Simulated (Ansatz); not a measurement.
Na under pressure: fit and missing row

Na, I4/mmm, a = 3.727 Å, c = 5.224 Å. This isn't the element's structure at ambient conditions. Ansatz: PBEsol, PAW, 420 eV, Γ-centred 16×16×16 mesh on 1 atom, Gaussian smearing 0.10 eV; no spin polarisation. Cell and atoms are relaxed at each pressure, and no other structure is tried, so the rows at high pressure may lie past a change of phase.

```
V (Å³/atom) P (GPa)
     14.559    40.01
     18.121    20.01
     22.000    10.00
     25.874     5.00
          ?     1.96
     36.274     0.01
```

Take V0 = 36.274 Å³/atom, count pressures from its P0 = 0.01 GPa, fit the third-order Birch–Murnaghan form to the other rows, and predict the missing volume.

With the Eulerian strain f = ½[(V0/V)^(2/3) − 1] and y = (P − P0)/[3f(1 + 2f)^(5/2)], the form is the line y = B0 + 1.5 B0 (B0′ − 4) f. Rows (f, y): 0.41892, 6.95; 0.29417, 7.13; 0.19783, 7.31; 0.12631, 7.50. Means f = 0.2593, y = 7.2225; Σ(Δf)² = 0.04816, ΣΔfΔy = -0.08901; the slope is their ratio. y = 7.702 − 1.848 f GPa, so B0 = 7.7 GPa and B0′ = 4 + 2 × (-1.848)/(3 × 7.702) = 3.84. P = 1.96 GPa is met at f = 0.06355 (y = 7.585), so V = V0 (1 + 2f)^(−3/2) = 30.315 Å³/atom. The run gave 30.380 Å³/atom, so the fit is 0.065 Å³/atom too low, 0.3 % of the span of the series, against an rms of 0.020 Å³/atom on the fitted rows. The row lies outside the fitted range. The points of y bend away from a line: a fourth-order term fitted to them gives P = 1.95 GPa at this row's volume (the line 1.93, the run 1.96). Also, this row ran on the mesh 16×16×16, its neighbour on 18×18×18, which can shift it a little. The nearest row lies 29 % from V0, so B0 and B0′ are extrapolations to f = 0.

The mesh isn't the same in all rows (16×16×16, 18×18×18, 20×20×20).